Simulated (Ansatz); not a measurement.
Theory: Ansatz 0.2.0, DFT PBE, scalar-relativistic, plane waves, PAW. All cells share a 420 eV cutoff and Γ-centred k meshes spaced at most about 0.3 Å⁻¹ (about 0.25 or finer for metals, 2π included). No spin polarisation in the final relaxations.

Temperature and zero-point effects are left out. All come from trial cells, and lower structures may exist.

Task: Which of these relaxed structures of Se is the lowest in energy?
A.

Space group Pm-3m (No. 221). a = 5.140 Å, b = 5.140 Å, c = 5.140 Å, α = 90.00°, β = 90.00°, γ = 90.00°
| atom | site | symmetry | x | y | z |
| --- | --- | --- | --- | --- | --- |
| Se | 1a | m-3m | 0.0000 | 0.0000 | 0.0000 |
| Se | 3d | 4/mm.m | 0.5000 | 0.0000 | 0.0000 |

B.

Space group P6/mmm (No. 191). a = 4.478 Å, b = 4.478 Å, c = 4.538 Å, α = 90.00°, β = 90.00°, γ = 120.00°
```tsv
atom	site	symmetry	x	y	z
Se	2c	-6m2	0.3333	0.6667	0.0000
```

Result: B. It has space group P6/mmm (No. 191); the next, A, with space group Pm-3m (No. 221), lies 258 meV/atom higher. Counting all near atoms (those within 1.25 times the shortest such distance or 1.15 times the sum of covalent radii; a slash parts the counts of unlike sites), the lowest has Se 3 and the next has Se 2/6.

Weakly bound directions are ill-defined at this level, which has no dispersion term (P6/mmm), and this can change margins and order among such cells. A magnetic state wasn't ruled out in cells without spin, among them P6/mmm, Pm-3m. Cells relaxed within their symmetry can be saddle points. The part of the Crystallography Open Database at hand lists Se in space groups No. 14, 148, 152, 154, 166 and others; no cell shown has one of them. Some candidate types were left out of the draw beforehand, so a known form may be missing.
